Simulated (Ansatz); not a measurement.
# GaB3As4: the cost of one run

Method: DFT PBE, scalar-relativistic, plane waves, PAW, in Ansatz 0.2.0.

### Step 1. The starting structure

It takes space group P-4m2 (No. 115, tetragonal). The conventional cell has a = 3.647 Å, b = 3.647 Å, c = 10.315 Å, α = 90.00°, β = 90.00°, γ = 90.00°. Around Ga (site symmetry -4m2) lie 4 As at 2.23 Å. B (site symmetry 2mm) has 4 As at 2.23 Å as nearest neighbours. B (site symmetry -4m2) is surrounded by 4 As at 2.23 Å. Around As (site symmetry 2mm) lie 2 Ga at 2.23 Å and 2 B at 2.23 Å. Around As (site symmetry 2mm) lie 4 B at 2.23 Å.

Structure file:

```cif
data_structure
_symmetry_space_group_name_H-M 'P 1'
_symmetry_Int_Tables_number 1
_cell_length_a 3.6469
_cell_length_b 3.6469
_cell_length_c 10.3149
_cell_angle_alpha 90.000
_cell_angle_beta 90.000
_cell_angle_gamma 90.000
_cell_volume 137.18
loop_
_atom_site_label
_atom_site_type_symbol
_atom_site_fract_x
_atom_site_fract_y
_atom_site_fract_z
_atom_site_occupancy
Ga1 Ga 0.00000 0.00000 0.00000 1
B1 B 0.50000 0.50000 0.25000 1
B2 B 0.00000 0.00000 0.50000 1
B3 B 0.50000 0.50000 0.75000 1
As1 As 0.50000 0.00000 0.12500 1
As2 As 0.00000 0.50000 0.37500 1
As3 As 0.50000 0.00000 0.62500 1
As4 As 0.00000 0.50000 0.87500 1
```

The start is an ordering of an alloy on its end members' structure types: elements ordered on the sites of the GaAs type, B/Ga on Ga (P-4m2, No. 115).

### Step 2. A first look at the guess

File input.yaml:

```yaml
crystal:
  lattice:
    - [3.64686483, 0.0, 0.0]
    - [0.0, 3.64686483, 0.0]
    - [0.0, 0.0, 10.31489141]
  atoms:
    - { symbol: Ga, position: [0.0, 0.0, 0.0] }
    - { symbol: B, position: [0.5, 0.5, 0.25] }
    - { symbol: B, position: [0.0, 0.0, 0.5] }
    - { symbol: B, position: [0.5, 0.5, 0.75] }
    - { symbol: As, position: [0.5, 0.0, 0.125] }
    - { symbol: As, position: [0.0, 0.5, 0.375] }
    - { symbol: As, position: [0.5, 0.0, 0.625] }
    - { symbol: As, position: [0.0, 0.5, 0.875] }
basis:
  ecutwfc: 420
kpoints:
  mp_grid: { grid: [6, 6, 2] }
hamiltonian:
  xc: pbe
scf:
  occupations: { method: gaussian, width: 0.1 }
  lower_state_search: "off"
output:
  forces: true
  stress: true
  eigenvalues: true
```

Launch:

```bash
$ ansatz run input.yaml --threads 1 --pin off --max-ram 2560MiB --backend cpu --events-out ev --progress --plain --runs-dir out
```

What time and memory should one allow on 1 thread of Intel Xeon Platinum 8259CL at 2.50GHz (Skylake/Cascade Lake), shared host?

About 15 s, with a peak of 0.46 GiB.
